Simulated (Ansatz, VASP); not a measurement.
## Two plane-wave programs on Li

POSCAR

```
Li
1.0
   -1.7500000000      1.7500000000      1.7500000000
    1.7500000000     -1.7500000000      1.7500000000
    1.7500000000      1.7500000000     -1.7500000000
Li
1
Direct
    0.0000000000      0.0000000000      0.0000000000
```

File INCAR.step1:

```
SYSTEM = Li
PREC     = Accurate       ! precision mode
ENCUT    = 600            ! plane-wave cutoff, eV
ISMEAR   = 0              ! smearing method
SIGMA    = 0.1            ! smearing width, eV
LREAL    = .FALSE.        ! projectors in reciprocal space
LASPH    = .TRUE.         ! aspherical terms in the spheres
NELM     = 100            ! most SCF steps
GGA      = PE             ! functional
ALGO     = Normal         ! electronic algorithm
EDIFF    = 1E-4           ! SCF threshold, eV
LWAVE    = .TRUE.         ! write WAVECAR
LCHARG   = .FALSE.        ! write CHGCAR
```

File INCAR.step2:

```
SYSTEM = Li
PREC     = Accurate       ! precision mode
ENCUT    = 600            ! plane-wave cutoff, eV
EDIFF    = 1E-7           ! SCF threshold, eV
ISMEAR   = 0              ! smearing method
SIGMA    = 0.1            ! smearing width, eV
LREAL    = .FALSE.        ! projectors in reciprocal space
LASPH    = .TRUE.         ! aspherical terms in the spheres
NELM     = 100            ! most SCF steps
ALGO     = Normal         ! electronic algorithm
ISIF     = 3              ! what is computed and relaxed
LWAVE    = .FALSE.        ! write WAVECAR
LCHARG   = .FALSE.        ! write CHGCAR
METAGGA  = R2SCAN         ! meta-GGA
LMIXTAU  = .TRUE.       
IBRION   = 2              ! ionic algorithm
NSW      = 100            ! ionic steps
EDIFFG   = -0.005         ! ionic threshold
ISTART   = 1
```

Contents of KPOINTS:

```
Automatic mesh
0
G
  16 16 16
  0 0 0
```

Input for Ansatz:

```yaml
crystal:
  lattice:
    - [-1.75, 1.75, 1.75]
    - [1.75, -1.75, 1.75]
    - [1.75, 1.75, -1.75]
  atoms:
    - { symbol: Li, position: [0.0, 0.0, 0.0] }
basis:
  ecutwfc: 500
kpoints:
  mp_grid: { grid: [16, 16, 16] }
hamiltonian:
  xc: r2scan
scf:
  occupations: { method: gaussian, width: 0.1 }
output:
  forces: true
  stress: true
  eigenvalues: true
relax:
  adjacent_minimum: "off"
  f_tol: 0.005
  max_steps: 80
  cell: { stress_tol: 0.05 }
```

Alike in both runs: task relaxation of cell and atoms; functional r2SCAN; k mesh 16 × 16 × 16; occupations gaussian, width 0.1 eV; no spin polarisation.

```csv
,VASP,Ansatz
version,VASP 6.6.1,Ansatz 0.2.0
potentials or method,"VASP PAW PBE potentials, release 64 (Li_sv)","scalar-relativistic, plane waves, PAW"
plane-wave cutoff (eV),600,500
valence electrons in the cell,3,3
```

```tsv
	VASP	Ansatz	Ansatz less VASP
gap on the k mesh at the Fermi level, each at its own relaxed structure (eV)	none	none	-
relaxed volume (Å³/atom)	20.68	21.02	+0.341
relaxed cell length with the largest relative difference (Å)	2.995	3.011	+0.0164
```

A gap of «none» marks a metal or a gap that the smearing closes.

Caveats: the cutoff is under 1.25 times the usual one of these potentials, so pressure, stress and relaxed cells hold a basis-set (Pulay) error (VASP); the PAW data sets were made with another functional, which shifts forces and pressure a little (VASP).
